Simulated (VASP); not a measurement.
# Sn (Fd-3m) in VASP: notebook

One crystal, Sn, is run at these levels: PBE; tasks: relaxation of the atoms.

Program: VASP 6.6.1. These are calculated values, not measurements. Logs are shortened: lines on timing, memory, paths and dates and some standing lists are left out, and cuts for length are marked.

## 1. The undisturbed crystal

It takes space group Fd-3m (No. 227, cubic). Conventional cell: a = 6.467 Å, b = 6.467 Å, c = 6.467 Å, α = 90.00°, β = 90.00°, γ = 90.00°. Sn (site symmetry -43m) has 4 Sn at 2.80 Å as nearest neighbours.

This isn't the form of Sn at room conditions, which is tetragonal (white tin).

## 2. Relaxation of the atoms, PBE (a relaxed cell with its volume scaled by 1.02)

INCAR

```
SYSTEM = Sn
ALGO = Normal
EDIFF = 1E-7
EDIFFG = -0.01
ENCUT = 600
GGA = PE
IBRION = 2
ISIF = 2
ISMEAR = 0
LASPH = .TRUE.
LCHARG = .FALSE.
LREAL = .FALSE.
LWAVE = .FALSE.
NELM = 80
NSW = 40
PREC = Accurate
SIGMA = 0.03
```

KPOINTS

```
k-points
0
G
  10 10 10
  0 0 0
```

POSCAR

```
Sn                                      
1.0
    0.0000000000      3.3496774512      3.3496774512
    3.3496774512      0.0000000000      3.3496774512
    3.3496774512      3.3496774512      0.0000000000
  Sn            
     2
Direct
     0.0000000000000000    0.0000000000000000    1.0000000000000000
     0.2500000000000000    0.2500000000000000    0.2500000000000000
```

Potentials or basis: VASP PAW PBE potentials, release 64 (Sn_d).

Launch:

```bash
$ cat potpaw_PBE.64/Sn_d/POTCAR > POTCAR
$ mpirun -np 1 vasp_std > vasp.out
```

OUTCAR:

```text
SYSTEM = Sn
   EDIFF = 1E-7
   EDIFFG = -0.01
   ENCUT = 600
   GGA = PE
   IBRION = 2
   ISIF = 2
   ISMEAR = 0
   LASPH = .TRUE.
   LREAL = .FALSE.
   NELM = 80
   NSW = 40
   PREC = Accurate

 ion  position               nearest neighbor table
   1  0.000  0.000  0.000-   2 2.90   2 2.90   2 2.90   2 2.90
   2  0.250  0.250  0.250-   1 2.90   1 2.90   1 2.90   1 2.90

  LATTYP: Found a face centered cubic cell.
 ALAT       =     6.6993549024

  Lattice vectors:

 A1 = (   0.0000000000,   3.3496774512,   3.3496774512)
 A2 = (   3.3496774512,   0.0000000000,   3.3496774512)
 A3 = (   3.3496774512,   3.3496774512,   0.0000000000)

Analysis of symmetry for initial positions (statically):
=====================================================================
 Subroutine PRICEL returns:
 Original cell was already a primitive cell.

 Routine SETGRP: Setting up the symmetry group for a
 face centered cubic supercell.

 Subroutine GETGRP returns: Found 48 space group operations
 (whereof 24 operations were pure point group operations)
 out of a pool of 48 trial point group operations.

The static configuration has the point symmetry T_d .
 The point group associated with its full space group is O_h .

Analysis of symmetry for dynamics (positions and initial velocities):
=====================================================================
 Subroutine PRICEL returns:
 Original cell was already a primitive cell.

 Routine SETGRP: Setting up the symmetry group for a
 face centered cubic supercell.

 Subroutine GETGRP returns: Found 48 space group operations
 (whereof 24 operations were pure point group operations)
 out of a pool of 48 trial point group operations.

The dynamic configuration has the point symmetry T_d .
 The point group associated with its full space group is O_h .

 Subroutine INISYM returns: Found 48 space group operations
 (whereof 24 operations are pure point group operations),
 and found     1 'primitive' translations

----------------------------------------------------------------------------------------

                                     Primitive cell

  volume of cell :      75.1690

  direct lattice vectors                    reciprocal lattice vectors
     0.000000000  3.349677451  3.349677451    -0.149268103  0.149268103  0.149268103
     3.349677451  0.000000000  3.349677451     0.149268103 -0.149268103  0.149268103
     3.349677451  3.349677451  0.000000000     0.149268103  0.149268103 -0.149268103

  length of vectors
     4.737159281  4.737159281  4.737159281     0.258539939  0.258539939  0.258539939

  position of ions in fractional coordinates (direct lattice)
     0.000000000  0.000000000  0.000000000
     0.250000000  0.250000000  0.250000000

  ion indices of the primitive-cell ions
   primitive index   ion index
                 1           1
                 2           2

----------------------------------------------------------------------------------------

 KPOINTS: k-points

Automatic generation of k-mesh.
 Grid dimensions read from file:
 generate k-points for:   10   10   10

 Generating k-lattice:

  Cartesian coordinates                     Fractional coordinates (reciprocal lattice)
    -0.014926810  0.014926810  0.014926810     0.100000000  0.000000000  0.000000000
     0.014926810 -0.014926810  0.014926810     0.000000000  0.100000000  0.000000000
     0.014926810  0.014926810 -0.014926810     0.000000000  0.000000000  0.100000000

  Length of vectors
     0.025853994  0.025853994  0.025853994

  Shift w.r.t. Gamma in fractional coordinates (k-lattice)
     0.000000000  0.000000000  0.000000000

 Subroutine IBZKPT returns following result:
 ===========================================

 Found     47 irreducible k-points:

 Following reciprocal coordinates:
            Coordinates               Weight
  0.000000  0.000000  0.000000      1.000000
  0.100000  0.000000  0.000000      8.000000
  0.200000  0.000000  0.000000      8.000000
  0.300000  0.000000  0.000000      8.000000
  0.400000  0.000000  0.000000      8.000000
  0.500000  0.000000  0.000000      4.000000
[... 16 lines left out ...]
  0.300000  0.300000  0.000000      6.000000
  0.400000  0.300000  0.000000     24.000000
 [... further k-points ...]
   k-points           NKPTS =     47   k-points in BZ     NKDIM =     47   number of bands    NBANDS=     18
   number of dos      NEDOS =    301   number of ions     NIONS =      2
   total plane-waves  NPLWV =  64000
   dimension x,y,z NGX =    40 NGY =   40 NGZ =   40
   dimension x,y,z NGXF=    80 NGYF=   80 NGZF=   80
   ions per type =               2
   NGX,Y,Z   is equivalent  to a cutoff of  14.04, 14.04, 14.04 a.u.
   NGXF,Y,Z  is equivalent  to a cutoff of  28.08, 28.08, 28.08 a.u.
 SYSTEM =  Sn
   PREC   = accura    normal or accurate (medium, high low for compatibility)
   ISTART =      0    job   : 0-new  1-cont  2-samecut
   ICHARG =      2    charge: 1-file 2-atom 10-const
   ISPIN  =      1    spin polarized calculation?
   LNONCOLLINEAR =      F non collinear calculations
   LSORBIT =      F    spin-orbit coupling
   LASPH  =      T    aspherical Exc in radial PAW
   ENCUT  =  600.0 eV  44.10 Ry    6.64 a.u.   9.46  9.46  9.46*2*pi/ulx,y,z
   NELM   =     80;   NELMIN=  2; NELMDL= -5     # of ELM steps
   EDIFF  = 0.1E-06   stopping-criterion for ELM
   LREAL  =      F    real-space projection
   EDIFFG = -.1E-01   stopping-criterion for IOM
   NSW    =     40    number of steps for IOM
   IBRION =      2    ionic relax: 0-MD 1-quasi-New 2-CG
   NFREE  =      1    steps in history (QN), initial steepest desc. (CG)
   ISIF   =      2    stress and relaxation
   ISYM   =      2    0-nonsym 1-usesym 2-fastsym
   POTIM  = 0.5000    time-step for ionic-motion
   TEBEG  =    0.0;   TEEND  =   0.0 temperature during run
   PSTRESS=    0.0 pullay stress
   NELECT =      28.0000    total number of electrons
   NUPDOWN=      -1.0000    fix difference up-down
   EMIN   =  10.00;   EMAX   =-10.00  energy-range for DOS
   EFERMI =   0.00;   METHOD = LEGACY
   ISMEAR =     0;   SIGMA  =   0.03  broadening in eV -4-tet -1-fermi 0-gaus
   EFERMI_NEDOS =   21; number of points for ismear=-14 and -15
   IALGO  =     38    algorithm
   IMIX   =      4    mixing-type and parameters
     AMIX     =   0.40;   BMIX     =  1.00
     AMIX_MAG =   1.60;   BMIX_MAG =  1.00
  volume/ion in A,a.u.               =      37.58       253.63
  Fermi-wavevector in a.u.,A,eV,Ry     =   1.177917  2.225939 18.877912  1.387487
  Thomas-Fermi vector in A             =   2.314255
   LORBIT       =      0    0 simple, 1 ext, 2 COOP (PROOUT), +10 PAW based schemes
   GGA     = PE    functional components
   LHFCALC =     F    Hartree Fock is set to
   AEXX    =    0.0000 exact exchange contribution
   IVDW    =     0    specifies the selected vdW correction
   LEPSILON=     F    determine dielectric tensor
   LRPA    =     F    only Hartree local field effects (RPA)
 conjugate gradient relaxation of ions
 non-spin polarized calculation
 Gauss-broadening in eV      SIGMA  =   0.03
  energy-cutoff  :      600.00
  volume of cell :       75.17
 maximum number of plane-waves:      2565
 NGX is ok and might be reduce to    40
   NGX = 19   NGY = 19   NGZ = 19

 number of electron      27.9999999 magnetization

 Free energy of the ion-electron system (eV)
  ---------------------------------------------------
  ext. energy  EPLUGINS =         0.00000000
  ---------------------------------------------------
  free energy    TOTEN  =        -7.68727068 eV

  energy without entropy =       -7.68686124  energy(sigma->0) =       -7.68706596

 E-fermi :   4.5998     XC(G=0):  -8.4663

 val. band max:        4.5755734716   @ k =  -0.1000   0.1000   0.0000
 cond. band min:       4.6001417925   @ k =   0.1000   0.0000   0.0000
 fundamental gap:      0.0245683209
 Fermi energy:         4.5997796623

 k-point     1 :       0.0000    0.0000    0.0000
  band No.  band energies     occupation
      1     -16.8425      2.00000
      2     -16.8425      2.00000
      3     -16.8425      2.00000
      4     -16.7950      2.00000
      5     -16.7950      2.00000
      6     -16.5560      2.00000
[... 10 lines left out ...]
     17       6.8230      0.00000
     18       6.8230      0.00000

 k-point     2 :       0.1000    0.0000    0.0000
  band No.  band energies     occupation
      1     -16.8482      2.00000
      2     -16.8482      2.00000
      3     -16.8405      2.00000
      4     -16.7872      2.00000
      5     -16.7872      2.00000
      6     -16.5723      2.00000
[... 10 lines left out ...]
     17       7.0434      0.00000
     18       7.1611      0.00000

 k-point     3 :       0.2000    0.0000    0.0000
  band No.  band energies     occupation
      1     -16.8579      2.00000
      2     -16.8579      2.00000
      3     -16.8352      2.00000
      4     -16.7723      2.00000
      5     -16.7723      2.00000
      6     -16.5876      2.00000
[... 10 lines left out ...]
     17       7.4689      0.00000
     18       8.1777      0.00000

 k-point     4 :       0.3000    0.0000    0.0000
  band No.  band energies     occupation
      1     -16.8654      2.00000
      2     -16.8654      2.00000
      3     -16.8284      2.00000
      4     -16.7590      2.00000
      5     -16.7590      2.00000
      6     -16.5991      2.00000
[... 375 lines left out ...]
      4     -16.7597      2.00000
      5     -16.7370      2.00000
      6     -16.6242      2.00000
[... 10 lines left out ...]
     17       8.0433      0.00000
     18       8.7584      0.00000

 k-point    23 :       0.3000    0.3000    0.0000
  band No.  band energies     occupation
      1     -16.8702      2.00000
      2     -16.8702      2.00000
      3     -16.8353      2.00000
      4     -16.7448      2.00000
      5     -16.7006      2.00000
      6     -16.6805      2.00000
[... 10 lines left out ...]
     17       9.8568      0.00000
     18       9.8568      0.00000

 k-point    24 :       0.4000    0.3000    0.0000
  band No.  band energies     occupation
      1     -16.8807      2.00000
      2     -16.8756      2.00000
      3     -16.8173      2.00000
      4     -16.7285      2.00000
      5     -16.7002      2.00000
      6     -16.6816      2.00000
[... 10 lines left out ...]
     17       9.8154      0.00000
     18      10.2556      0.00000

 [... further k-points ...]

------------------------ aborting loop because EDIFF is reached ----------------------------------------

  FORCE on cell =-STRESS in cart. coord.  units (eV):
  Direction    XX          YY          ZZ          XY          YZ          ZX
  --------------------------------------------------------------------------------------
  -------------------------------------------------------------------------------------
  Total       -0.3113192     -0.3113192     -0.3113192      0.0000000      0.0000000     -0.0000000
  in kB       -6.6355588     -6.6355588     -6.6355588      0.0000000      0.0000000     -0.0000000
  external PRESSURE =      -6.6355588 kB  Pullay stress =       0.0000000 kB

 VOLUME and BASIS-vectors are now :
 -----------------------------------------------------------------------------
  energy-cutoff  :      600.00
  volume of cell :       75.17
      direct lattice vectors                 reciprocal lattice vectors
     0.000000000  3.349677451  3.349677451    -0.149268103  0.149268103  0.149268103
     3.349677451  0.000000000  3.349677451     0.149268103 -0.149268103  0.149268103
     3.349677451  3.349677451  0.000000000     0.149268103  0.149268103 -0.149268103

 POSITION                                       TOTAL-FORCE (eV/Angst)
 -----------------------------------------------------------------------------------
      0.00000      0.00000      0.00000         0.000000      0.000000      0.000000
      1.67484      1.67484      1.67484        -0.000000     -0.000000     -0.000000
 -----------------------------------------------------------------------------------
    total drift:                               -0.000000     -0.000000      0.000000

  FREE ENERGIE OF THE ION-ELECTRON SYSTEM (eV)
  ---------------------------------------------------
  free  energy   TOTEN  =        -7.6872706765 eV

  energy  without entropy=       -7.6868612373  energy(sigma->0) =       -7.68706596

 reached required accuracy - stopping structural energy minimisation
```

Run time: 67 s. Hardware: 1 thread of AMD EPYC 7R13 (Zen 3), shared host; peak memory 0.23 GiB.

Results:

```yaml
Free_energy: -7.6873 eV
Pressure_after_relaxing: -0.7 GPa
Band_gap_on_the_k_mesh: none (metal or under the smearing width)
```

Final structure:
```
Sn
1.0
     0.00000    3.34968    3.34968
     3.34968    0.00000    3.34968
     3.34968    3.34968    0.00000
Sn
2
Direct
  0.00000 0.00000 0.00000
  0.25000 0.25000 0.25000
```

Caveat: the relaxation stopped at its first step, so nothing moved.

[end of part 1 of 2]
